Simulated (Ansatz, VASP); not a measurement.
# One calculation of CoO, two programs

Contents of INCAR:

```
SYSTEM = CoO
PREC = Accurate ; ENCUT = 520
EDIFF = 1E-7 ; ISMEAR = 0
SIGMA = 0.05 ; LREAL = .False.
LASPH = .True. ; NELM = 150
ALGO = Normal ; ISIF = 2
LWAVE = .False. ; LCHARG = .False.
ISPIN = 2 ; MAGMOM = 2.74 0.38
LORBIT = 11 ; LMAXMIX = 4
GGA = PS ; NBANDS = 18
```

File KPOINTS:

```
Automatic mesh
0
Gamma
  10 10 10
  0 0 0
```

Contents of POSCAR:

```
CoO
1.0
   -1.5080001529      1.5080001529      2.1072499549
    1.5080001529     -1.5080001529      2.1072499549
    1.5080001529      1.5080001529     -2.1072499549
Co O
1 1
Direct
    0.0000000000      0.0000000000      0.0000000000
    0.5000000000      0.5000000000      0.0000000000
```

Input for Ansatz:

```yaml
crystal:
  lattice:
    - [-1.5080001529, 1.5080001529, 2.1072499549]
    - [1.5080001529, -1.5080001529, 2.1072499549]
    - [1.5080001529, 1.5080001529, -2.1072499549]
  atoms:
    - { symbol: Co, position: [0.0, 0.0, 0.0], spin: 2.74 }
    - { symbol: O, position: [0.5, 0.5, 0.0], spin: 0.38 }
basis:
  ecutwfc: 420
kpoints:
  mp_grid: { grid: [10, 10, 10] }
hamiltonian:
  xc: pbesol
scf:
  occupations: { method: gaussian, width: 0.05 }
output:
  forces: true
  stress: true
  eigenvalues: true
  populations: true
magnetization:
  spin_polarized: true
```

Alike in both runs: task single point; functional PBEsol; k mesh 10 × 10 × 10; occupations gaussian, width 0.05 eV; collinear spin.

```csv
,VASP,Ansatz
version,VASP 6.6.1,Ansatz 0.2.0
potentials or method,"VASP PAW PBE potentials, release 64 (Co, O)","scalar-relativistic, plane waves, PAW"
plane-wave cutoff (eV),520,420
valence electrons in the cell,15,23
```

```csv
,VASP,Ansatz,Ansatz less VASP
gap on the k mesh at the Fermi level (eV),none,none,-
pressure (GPa),-9.8,-9.3,+0.54
largest component of the traceless stress (GPa),0.25,0.26,+0.018
net moment per atom (μB),1.46,1.48,+0.012
size of the moment on the site where the two differ most (μB),2.56,2.49,-0.070
```

Site moments also hang on the region over which each program counts them. A gap of «none» marks a metal or a gap that the smearing closes. The functional is the same, so the differences come from potentials, cutoffs and numerics. The two sets of potentials don't hold the same shells in valence.

Caveats: the PAW data sets were made with another functional, which shifts forces and pressure a little (VASP); a cell with one magnetic atom can't hold antiferromagnetic order, which such compounds often take; semilocal functionals often make such compounds metallic where correlation or magnetic order opens a gap, which also shifts bond lengths.
